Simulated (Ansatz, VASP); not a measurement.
AlP: VASP beside Ansatz

```
Al P
1.0
     0.00000    2.73648    2.73648
     2.73648    0.00000    2.73648
     2.73648    2.73648    0.00000
Al P
1 1
Direct
  0.00000 0.00000 0.00000
  0.25000 0.25000 0.25000
```

The cell was built by a generator and isn't the measured one.

Alike in both runs: task single point; functional PBEsol; k mesh 6 × 6 × 6; occupations gaussian, width 0.1 eV; no spin polarisation.

|  | VASP | Ansatz |
| --- | --- | --- |
| version | VASP 6.6.1 | Ansatz 0.2.0 |
| potentials or method | VASP PAW PBE potentials, release 64 (Al, P) | scalar-relativistic, plane waves, PAW |
| plane-wave cutoff (eV) | 520 | 420 |
| valence electrons in the cell | 8 | 8 |

|  | VASP | Ansatz | Ansatz less VASP |
| --- | --- | --- | --- |
| gap on the k mesh at the Fermi level (eV) | 1.45 | 1.45 | +0.003 |
| least direct gap on the mesh (eV) | 3.14 | 3.14 | -0.006 |
| pressure (GPa) | 0.0 | -0.1 | -0.03 |

The functional is the same, so the differences come from potentials, cutoffs and numerics.

Caveats: the PAW data sets were made with another functional, which shifts forces and pressure a little (VASP). PBEsol gaps usually lie below the measured ones, often by a third to a half. A k mesh can miss the band edges.
